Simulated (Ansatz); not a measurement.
A surface is cut from this relaxed crystal of Cu:

Space group Fm-3m (No. 225). a = 3.630 Å, b = 3.630 Å, c = 3.630 Å, α = 90.00°, β = 90.00°, γ = 90.00°
```csv
atom,site,symmetry,x,y,z
Cu,4a,m-3m,0.0000,0.0000,0.0000
```

Miller indices refer to the conventional cell of Fm-3m (No. 225), a = 3.630 Å, b = 3.630 Å, c = 3.630 Å, α = 90.00°, β = 90.00°, γ = 90.00°.

Consider the (100) slab of 7 planes, 10.9 Å thick with 15 Å of vacuum as cut; outer planes Cu (top) and Cu (bottom), all atoms relaxed.

Level of theory: Ansatz 0.2.0, DFT PBE, scalar-relativistic, plane waves, PAW. Plane waves to 420 eV, a k mesh through Γ of 13×13×1 on the computed 7-atom cell and Gaussian smearing (0.10 eV); no spin polarisation. The cell repeats along c with a dipole correction in the vacuum.

Task: Predict the surface energy (mean of both faces).

Result: 1.47 J/m².

Task: Predict the work function.

Result: 4.57 eV.

Task: The top two planes lie 1.815 Å apart in the bulk. How does relaxation change this?

Result: The spacing becomes 1.763 Å (-2.8 %).